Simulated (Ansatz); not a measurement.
Here is an Ansatz 0.2.0 calculation.

Contents of input.yaml:

```yaml
crystal:
  lattice:
    - [-1.72585, 1.72585, 5.84]
    - [1.72585, -1.72585, 5.84]
    - [1.72585, 1.72585, -5.84]
  atoms:
    - { symbol: Nb, position: [0.5, 0.0, 0.5] }
    - { symbol: Nb, position: [0.75, 0.75, 0.0] }
    - { symbol: As, position: [0.916, 0.416, 0.5] }
    - { symbol: As, position: [0.166, 0.166, 0.0] }
kpoints:
  mp_grid: { grid: [11, 11, 11] }
scf:
  occupations: { method: fermi_dirac, width: 0.05 }
hamiltonian:
  xc: pbe
  pseudopotentials: { kind: all_electron, lapw: { basis_error: 0.002 } }
output: {}
phonons:
  method: fd
  supercell: [1, 1, 1]
```

Potentials or basis: all-electron LAPW, scalar-relativistic.

Launch:

```bash
$ ansatz run input.yaml --threads 2 --pin off --max-ram 6144MiB --backend cpu --events-out ev --progress --plain --runs-dir out
```

(1) Predict the highest phonon frequency at Γ.

(2) Predict the largest force.

(3) Predict the band gap on the k mesh.

Answers

(1) 273 cm⁻¹.

(2) 0.298 eV/Å.

(3) none (metal or under the smearing width).

Caveat: a metal's response needs a denser mesh.
